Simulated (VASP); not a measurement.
Here is a VASP 6.6.1 calculation.

Contents of INCAR:

```
ALGO = Normal ; EDIFF = 1E-7
ENCUT = 520 ; GGA = CA
GGA_COMPAT = False ; ISIF = 2
ISMEAR = 0 ; LASPH = True
LCHARG = True ; LORBIT = 11
LREAL = False ; LSORBIT = True
LVHAR = True ; LWAVE = False
MAGMOM = 0 0 0 0 0 0 ; NELM = 60
PREC = Accurate ; SIGMA = 0.02
```

KPOINTS

```
k-points
0
Gamma
  8 8 8
```

POSCAR

```
CdTe
1.0
    0.0000000000      3.2486012500      3.2242975000
    3.2486012500      0.0000000000      3.2242975000
    3.2486012500      3.2486012500      0.0000000000
Cd Te
1 1
Direct
    0.0000000000      0.0000000000      0.0000000000
    0.2500000000      0.2500000000      0.2500000000
```

Potentials or basis: VASP PAW LDA potentials, release 64 (Cd, Te).

Command:

```sh
$ cat potpaw_LDA.64/Cd/POTCAR potpaw_LDA.64/Te/POTCAR > POTCAR
$ mpirun -np 1 vasp_ncl > vasp.out
```

Problem. Predict the net moment.

Solution. 0.00 μB per cell.

Problem. Estimate the pressure.

Solution. -1.1 GPa.

Moments on the atoms (μB; x, y, z):
```
Cd  0.00 0.00 0.00
Te  0.00 0.00 0.00
```
